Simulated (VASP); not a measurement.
# BeSe (F-43m) in VASP: further runs

Aim: see how the results for BeSe move with the level of theory and the settings. Levels: PBE, r2SCAN. Tasks: single point.

Program: VASP 6.6.1. These are calculated values, not measurements. Logs are shortened: lines on timing, memory, paths and dates and some standing lists are left out, and cuts for length are marked.

### 1 The crystal as given

It takes space group F-43m (No. 216, cubic). Conventional cell: a = 5.168 Å, b = 5.168 Å, c = 5.168 Å, α = 90.00°, β = 90.00°, γ = 90.00°. Around Be (site symmetry -43m) lie 4 Se at 2.24 Å. Around Se (site symmetry -43m) lie 4 Be at 2.24 Å.

The cell comes from a database or a generator and needn't be the stable form of this composition.

### 2 Single point, PBE

INCAR

```
SYSTEM = BeSe
PREC = Accurate
ENCUT = 520
EDIFF = 1E-6
ISMEAR = 0
SIGMA = 0.1
LREAL = .False.
LASPH = .True.
NELM = 80
ALGO = Fast
ISIF = 2
LWAVE = .False.
LCHARG = .False.
GGA = PE
NBANDS = 11
```

KPOINTS

```
Automatic mesh
0
Gamma
  6 6 6
  0 0 0
```

POSCAR

```
BeSe
1.0
    0.0000000000      2.5839687382      2.5839687382
    2.5839687382      0.0000000000      2.5839687382
    2.5839687382      2.5839687382      0.0000000000
Be Se
1 1
Direct
    0.0000000000      0.0000000000      0.0000000000
    0.2500000000      0.2500000000      0.2500000000
```

Potentials or basis: VASP PAW PBE potentials, release 64 (Be, Se).

The run is started by

```bash
> cat potpaw_PBE.64/Be/POTCAR potpaw_PBE.64/Se/POTCAR > POTCAR
> mpirun -np 1 vasp_std > vasp.out
```

OUTCAR:

```text
SYSTEM = BeSe
   PREC = Accurate
   ENCUT = 520
   EDIFF = 1E-6
   ISMEAR = 0
   LREAL = .False.
   LASPH = .True.
   NELM = 80
   ISIF = 2
   GGA = PE

 ion  position               nearest neighbor table
   1  0.000  0.000  0.000-   2 2.24   2 2.24   2 2.24   2 2.24
   2  0.250  0.250  0.250-   1 2.24   1 2.24   1 2.24   1 2.24

  LATTYP: Found a face centered cubic cell.
 ALAT       =     5.1679374764

  Lattice vectors:

 A1 = (   0.0000000000,   2.5839687382,   2.5839687382)
 A2 = (   2.5839687382,   0.0000000000,   2.5839687382)
 A3 = (   2.5839687382,   2.5839687382,   0.0000000000)

Analysis of symmetry for initial positions (statically):
=====================================================================
 Subroutine PRICEL returns:
 Original cell was already a primitive cell.

 Routine SETGRP: Setting up the symmetry group for a
 face centered cubic supercell.

 Subroutine GETGRP returns: Found 24 space group operations
 (whereof 24 operations were pure point group operations)
 out of a pool of 48 trial point group operations.

The static configuration has the point symmetry T_d .

Analysis of symmetry for dynamics (positions and initial velocities):
=====================================================================
 Subroutine PRICEL returns:
 Original cell was already a primitive cell.

 Routine SETGRP: Setting up the symmetry group for a
 face centered cubic supercell.

 Subroutine GETGRP returns: Found 24 space group operations
 (whereof 24 operations were pure point group operations)
 out of a pool of 48 trial point group operations.

The dynamic configuration has the point symmetry T_d .

 Subroutine INISYM returns: Found 24 space group operations
 (whereof 24 operations are pure point group operations),
 and found     1 'primitive' translations

----------------------------------------------------------------------------------------

                                     Primitive cell

  volume of cell :      34.5058

  direct lattice vectors                    reciprocal lattice vectors
     0.000000000  2.583968738  2.583968738    -0.193500793  0.193500793  0.193500793
     2.583968738  0.000000000  2.583968738     0.193500793 -0.193500793  0.193500793
     2.583968738  2.583968738  0.000000000     0.193500793  0.193500793 -0.193500793

  length of vectors
     3.654283634  3.654283634  3.654283634     0.335153205  0.335153205  0.335153205

  position of ions in fractional coordinates (direct lattice)
     0.000000000  0.000000000  0.000000000
     0.250000000  0.250000000  0.250000000
[... 78 lines left out ...]
   PSTRESS=    0.0 pullay stress
   NELECT =       8.0000    total number of electrons
   NUPDOWN=      -1.0000    fix difference up-down
   EMIN   =  10.00;   EMAX   =-10.00  energy-range for DOS
   EFERMI =   0.00;   METHOD = LEGACY
   ISMEAR =     0;   SIGMA  =   0.10  broadening in eV -4-tet -1-fermi 0-gaus
   EFERMI_NEDOS =   21; number of points for ismear=-14 and -15
   IALGO  =     68    algorithm
   IMIX   =      4    mixing-type and parameters
     AMIX     =   0.40;   BMIX     =  1.00
     AMIX_MAG =   1.60;   BMIX_MAG =  1.00
  volume/ion in A,a.u.               =      17.25       116.43
  Fermi-wavevector in a.u.,A,eV,Ry     =   1.005713  1.900523 13.761741  1.011459
  Thomas-Fermi vector in A             =   2.138410
   LORBIT       =      0    0 simple, 1 ext, 2 COOP (PROOUT), +10 PAW based schemes
   GGA     = PE    functional components
   LHFCALC =     F    Hartree Fock is set to
   AEXX    =    0.0000 exact exchange contribution
   IVDW    =     0    specifies the selected vdW correction
   LEPSILON=     F    determine dielectric tensor
   LRPA    =     F    only Hartree local field effects (RPA)
 non-spin polarized calculation
 RMM-DIIS sequential band-by-band and
 Gauss-broadening in eV      SIGMA  =   0.10
  energy-cutoff  :      520.00
  volume of cell :       34.51
 maximum number of plane-waves:       941
   NGX = 13   NGY = 13   NGZ = 13

 number of electron       7.9999999 magnetization

 Free energy of the ion-electron system (eV)
  ---------------------------------------------------
  ext. energy  EPLUGINS =         0.00000000
  ---------------------------------------------------
  free energy    TOTEN  =        -8.85481650 eV

  energy without entropy =       -8.85481650  energy(sigma->0) =       -8.85481650

 E-fermi :   3.7340     XC(G=0):  -9.3732

 val. band max:        3.2303782226   @ k =   0.0000   0.0000   0.0000
 cond. band min:       5.8805212094   @ k =   0.5000   0.5000   0.0000
 fundamental gap:      2.6501429868
 Fermi energy:         3.7339804832

 k-point     1 :       0.0000    0.0000    0.0000
  band No.  band energies     occupation
      1     -10.4797      2.00000
      2       3.2304      2.00000
      3       3.2304      2.00000
      4       3.2304      2.00000
      5       7.4935      0.00000
      6       8.2399      0.00000
      7       8.2399      0.00000
      8       8.2399      0.00000
      9      15.1816      0.00000
     10      15.7034      0.00000
     11      15.7034      0.00000
[... 197 lines left out ...]
 k-point    16 :      -0.3333    0.5000    0.1667
  band No.  band energies     occupation
      1      -8.6971      2.00000
      2      -1.3920      2.00000
      3      -0.1307      2.00000
      4       0.1360      2.00000
      5       7.8328      0.00000
      6       9.1516      0.00000
      7      12.0803      0.00000
      8      12.7834      0.00000
      9      16.5523      0.00000
     10      16.7885      0.00000
     11      19.1428      0.00000

------------------------ aborting loop because EDIFF is reached ----------------------------------------

  FORCE on cell =-STRESS in cart. coord.  units (eV):
  Direction    XX          YY          ZZ          XY          YZ          ZX
  --------------------------------------------------------------------------------------
  -------------------------------------------------------------------------------------
  Total        0.1410638      0.1410638      0.1410638      0.0000000      0.0000000     -0.0000000
  in kB        6.5498980      6.5498980      6.5498980      0.0000000      0.0000000     -0.0000000
  external PRESSURE =       6.5498980 kB  Pullay stress =       0.0000000 kB

 VOLUME and BASIS-vectors are now :
 -----------------------------------------------------------------------------
  energy-cutoff  :      520.00
  volume of cell :       34.51
      direct lattice vectors                 reciprocal lattice vectors
     0.000000000  2.583968738  2.583968738    -0.193500793  0.193500793  0.193500793
     2.583968738  0.000000000  2.583968738     0.193500793 -0.193500793  0.193500793
     2.583968738  2.583968738  0.000000000     0.193500793  0.193500793 -0.193500793

 POSITION                                       TOTAL-FORCE (eV/Angst)
 -----------------------------------------------------------------------------------
      0.00000      0.00000      0.00000         0.000000      0.000000      0.000000
      1.29198      1.29198      1.29198        -0.000000     -0.000000     -0.000000
 -----------------------------------------------------------------------------------
    total drift:                                0.000000      0.000000      0.000000

  FREE ENERGIE OF THE ION-ELECTRON SYSTEM (eV)
  ---------------------------------------------------
  free  energy   TOTEN  =        -8.8548165043 eV

  energy  without entropy=       -8.8548165043  energy(sigma->0) =       -8.85481650
```

It took 5.4 s on 1 thread of Intel Xeon Platinum 8488C (Sapphire Rapids), shared host; peak memory 0.14 GiB.

What came out:

```yaml
Free_energy: -8.8548 eV
Pressure: 0.7 GPa
Band_gap_on_the_k_mesh: 2.65 eV, indirect (least direct gap 4.26 eV)
```

### 3 Single point, PBE

This run uses another cell than the first one, of 19.32 Å³/atom, 1.120 times its volume.

INCAR

```
SYSTEM = BeSe
ALGO = Normal ; EDIFF = 1E-6
ENCUT = 520 ; GGA = PE
ISIF = 2 ; ISMEAR = 0
LASPH = .True. ; LCHARG = .False.
LREAL = .False. ; LWAVE = .False.
NBANDS = 11 ; NELM = 60
PREC = Accurate ; SIGMA = 0.1
```

KPOINTS

```
k-points
0
Gamma
  6 6 6
  0 0 0
```

POSCAR

```
BeSe
1.0
    0.0000000000      2.6834484865      2.6834484865
    2.6834484865      0.0000000000      2.6834484865
    2.6834484865      2.6834484865      0.0000000000
Be Se
1 1
Direct
    0.0000000000      0.0000000000      0.0000000000
    0.2500000000      0.2500000000      0.2500000000
```

Potentials or basis: VASP PAW PBE potentials, release 64 (Be, Se).

The run is started by

```bash
> cat potpaw_PBE.64/Be/POTCAR potpaw_PBE.64/Se/POTCAR > POTCAR
> mpirun -np 1 vasp_std > vasp.out
```

Wall time 5.1 s (1 thread of Intel Xeon Platinum 8488C (Sapphire Rapids), shared host); peak memory 0.15 GiB.

It converged, with:

```yaml
Free_energy: -8.7717 eV
Pressure: -6.4 GPa
Band_gap_on_the_k_mesh: 2.86 eV, indirect (least direct gap 3.48 eV)
```

Levels at points of the mesh, in eV from the valence-band top:
```tsv
k point	band 1	band 2	band 3	band 4	band 5	band 6	band 7	band 8	band 9
(0.00, 0.00, 0.00)	-13.05	0.00	0.00	0.00	3.48	5.00	5.00	5.00	11.34
(0.50, 0.00, 0.00)	-12.00	-4.94	-0.90	-0.90	3.89	5.92	5.92	9.60	12.62
(0.50, 0.50, 0.00)	-11.64	-4.46	-2.24	-2.24	2.86	4.23	10.70	10.70	13.13
```

### 4 Single point, PBE, non-collinear spin, zero start, spin-orbit coupling

INCAR

```
SYSTEM = BeSe
  PREC = Accurate
  ENCUT = 520
  EDIFF = 1E-7
  ISMEAR = 0
  SIGMA = 0.1
  LREAL = .FALSE.
  LASPH = .TRUE.
  NELM = 150
  ALGO = Fast
  ISIF = 2
  LWAVE = .FALSE.
  LCHARG = .TRUE.
  LNONCOLLINEAR = .TRUE.
  MAGMOM = 0 0 0 0 0 0
  LORBIT = 11
  LSORBIT = .TRUE.
  GGA_COMPAT = .FALSE.
  LORBMOM = .TRUE.
  GGA = PE
  LVHAR = .TRUE.
  NBANDS = 20
```

KPOINTS

```
Automatic mesh
0
G
  6 6 6
  0 0 0
```

POSCAR

```
BeSe
1.0
    0.0000000000      2.5839687382      2.5839687382
    2.5839687382      0.0000000000      2.5839687382
    2.5839687382      2.5839687382      0.0000000000
Be Se
1 1
Direct
    0.0000000000      0.0000000000      0.0000000000
    0.2500000000      0.2500000000      0.2500000000
```

Potentials or basis: VASP PAW PBE potentials, release 64 (Be, Se).

The run is started by

```bash
> cat potpaw_PBE.64/Be/POTCAR potpaw_PBE.64/Se/POTCAR > POTCAR
> mpirun -np 1 vasp_ncl > vasp.out
```

OUTCAR:

```text
SYSTEM = BeSe
   PREC = Accurate
   ENCUT = 520
   EDIFF = 1E-7
   ISMEAR = 0
   LREAL = .FALSE.
   LASPH = .TRUE.
   NELM = 150
   ISIF = 2
   LNONCOLLINEAR = .TRUE.
   LORBIT = 11
   LSORBIT = .TRUE.
   GGA = PE

 ion  position               nearest neighbor table
   1  0.000  0.000  0.000-   2 2.24   2 2.24   2 2.24   2 2.24
   2  0.250  0.250  0.250-   1 2.24   1 2.24   1 2.24   1 2.24

  LATTYP: Found a face centered cubic cell.
 ALAT       =     5.1679374764

  Lattice vectors:

 A1 = (   0.0000000000,   2.5839687382,   2.5839687382)
 A2 = (   2.5839687382,   0.0000000000,   2.5839687382)
 A3 = (   2.5839687382,   2.5839687382,   0.0000000000)

Analysis of symmetry for initial positions (statically):
[... 796 lines left out ...]
 l=   3
     0.0000000     0.0000000     0.0000000     0.0000000     0.0000000     0.0000000     0.0000000
     0.0000000     0.0000000     0.0000000     0.0000000     0.0000000     0.0000000     0.0000000
     0.0000000     0.0000000     0.0000000     0.0000000     0.0000000     0.0000000     0.0000000
     0.0000000     0.0000000     0.0000000     0.0000000     0.0000000     0.0000000     0.0000000
     0.0000000     0.0000000     0.0000000     0.0000000     0.0000000     0.0000000     0.0000000
     0.0000000     0.0000000     0.0000000     0.0000000     0.0000000     0.0000000     0.0000000
     0.0000000     0.0000000     0.0000000     0.0000000     0.0000000     0.0000000     0.0000000

 total charge

# of ion       s       p       d       tot
------------------------------------------
    1        0.376   0.595   0.000   0.971
    2        1.423   2.518   0.031   3.972
--------------------------------------------------
tot          1.799   3.113   0.031   4.943

 magnetization (x)

# of ion       s       p       d       tot
------------------------------------------
    1        0.000   0.000   0.000   0.000
    2       -0.000   0.000  -0.000   0.000
--------------------------------------------------
tot          0.000   0.000  -0.000   0.000

 magnetization (y)

# of ion       s       p       d       tot
------------------------------------------
    1        0.000  -0.000   0.000   0.000
    2       -0.000  -0.000   0.000  -0.000
--------------------------------------------------
tot          0.000  -0.000   0.000   0.000

 magnetization (z)

# of ion       s       p       d       tot
------------------------------------------
    1       -0.000   0.000   0.000  -0.000
    2       -0.000  -0.000   0.000  -0.000
--------------------------------------------------
tot         -0.000  -0.000   0.000  -0.000
```

Wall time 38 s (1 thread of Intel Xeon Platinum 8488C (Sapphire Rapids), shared host); peak memory 0.25 GiB.

Results:

| Quantity | Value |
| --- | --- |
| Free energy | -8.8715 eV |
| Pressure | 0.7 GPa |
| Net moment | 0.00 μB per cell |
| Valence electrons inside the program's atomic spheres | Be 0.97; Se 3.97 |

Moments on the atoms (μB; x, y, z):
```
Be  0.00 0.00 0.00
Se  0.00 0.00 0.00
```

### 5 Single point, r2SCAN

POSCAR is that of step 4.

INCAR.step1

```
PREC = Accurate ; ENCUT = 520
ISMEAR = 0 ; SIGMA = 0.1
LREAL = F ; LASPH = T
NELM = 100 ; NBANDS = 11
GGA = PE ; ALGO = Normal
EDIFF = 1E-4 ; LWAVE = T
LCHARG = F
```

INCAR.step2

```
PREC = Accurate ; ENCUT = 520
EDIFF = 1E-6 ; ISMEAR = 0
SIGMA = 0.1 ; LREAL = F
LASPH = T ; NELM = 100
ALGO = Normal ; ISIF = 2
LWAVE = F ; LCHARG = F
METAGGA = R2SCAN ; LMIXTAU = T
NBANDS = 11 ; ISTART = 1
```

KPOINTS

```
regular mesh
0
Gamma
  4 4 4
```

The run is started by

```bash
> cat potpaw_PBE.64/Be/POTCAR potpaw_PBE.64/Se/POTCAR > POTCAR
> cp INCAR.step1 INCAR
> mpirun -np 1 vasp_std > vasp.out
> cp INCAR.step2 INCAR
> mpirun -np 1 vasp_std > vasp.out
```

It took 15 s on 1 thread of Intel Xeon Platinum 8488C (Sapphire Rapids), shared host; peak memory 0.16 GiB.

The run converged. Its results:

| Property | Result |
| --- | --- |
| Free energy | -20.4717 eV |
| Pressure | 0.5 GPa |
| Band gap on the k mesh | 3.12 eV, indirect (least direct gap 5.01 eV) |

Levels at points of the mesh, in eV from the valence-band top:
| k point | band 2 | band 3 | band 4 | band 5 | band 6 | band 7 |
| --- | --- | --- | --- | --- | --- | --- |
| (0.00, 0.00, 0.00) | 0.00 | 0.00 | 0.00 | 5.01 | 5.58 | 5.58 |
| (0.50, 0.00, 0.00) | -5.78 | -1.08 | -1.08 | 4.89 | 6.54 | 6.54 |
| (0.50, 0.50, 0.00) | -5.17 | -2.67 | -2.67 | 3.12 | 4.67 | 12.64 |

Caveat: the k mesh is coarse (spacing up to 0.53 Å⁻¹), so the values aren't converged; the PAW data sets were made with another functional, which shifts forces and pressure a little. A k mesh can miss the band edges.

### 6 The runs side by side

| level | spin | cell | k mesh | mesh quality | gap on the mesh (eV) | pressure (GPa) |
| --- | --- | --- | --- | --- | --- | --- |
| PBE | off | F-43m, 17.25 Å³/atom | 6 × 6 × 6 | not flagged | 2.65 | 0.7 |
| PBE | off | F-43m, 19.32 Å³/atom | 6 × 6 × 6 | not flagged | 2.86 | -6.4 |
| PBE | non-collinear, zero start, SOC | F-43m, 17.25 Å³/atom | 6 × 6 × 6 | not flagged | - | 0.7 |
| r2SCAN | off | F-43m, 17.25 Å³/atom | 4 × 4 × 4 | coarse | 3.12 | 0.5 |

Alike in all rows: task single point; potentials or basis VASP PAW PBE potentials, release 64 (Be, Se); cutoff (eV) 520; smearing gaussian 0.1 eV.

Caveats: some runs use coarse meshes; the PAW data sets were made with another functional, which shifts forces and pressure a little (some runs).

Absolute energies hang on the potentials; compare differences alone.
